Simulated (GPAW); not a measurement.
A run of GPAW 26.7.0:

run.py

```python
from ase.filters import FrechetCellFilter
from ase.io import read, write
from ase.optimize import BFGS
from gpaw import GPAW, PW, setup_paths

setup_paths.insert(0, '.')

atoms = read('POSCAR')
atoms.set_initial_magnetic_moments([2.0, 0.0])

calc = GPAW(mode=PW(600),
            xc='AM05',
            kpts={'size': (8, 8, 8), 'gamma': True},
            occupations={'name': 'fermi-dirac', 'width': 0.05},
            nbands=15,
            convergence={'density': 1e-05, 'energy': 1e-05},
            maxiter=150,
            txt='gpaw.txt')
atoms.calc = calc
opt = BFGS(FrechetCellFilter(atoms), trajectory='relax.traj', logfile='-')
done = opt.run(fmax=0.02, steps=60)
calc.write('gs.gpw')
write('result.traj', atoms)
print('Converged:', done)
print('Cell:', atoms.cell.cellpar().round(4))
print('Volume:', round(atoms.get_volume(), 4))
print(atoms.get_scaled_positions().round(5))
```

File POSCAR:

```
AlCo
1.0
    2.8194032100      0.0000000000      0.0000000000
    0.0000000000      2.8194032100      0.0000000000
    0.0000000000      0.0000000000      2.8194032100
Co Al
1 1
Direct
    0.5000000000      0.5000000000      0.5000000000
    0.0000000000      0.0000000000      0.0000000000
```

Potentials or basis: PAW data sets generated in the run's folder for this functional, pw.

Command:

```sh
$ gpaw-setup -f AM05 Al Co
$ OMP_NUM_THREADS=1 python run.py
```

Hardware: 1 thread of Arm Neoverse V2, with other jobs on the host.

Question: Estimate the wall time of this run.

Answer: It took 34 s on 1 thread of Arm Neoverse V2, with other jobs on the host, peak memory 0.19 GiB. Counts: scf iterations 30, plane waves 768, bands 15, k points 35, ion steps 3.
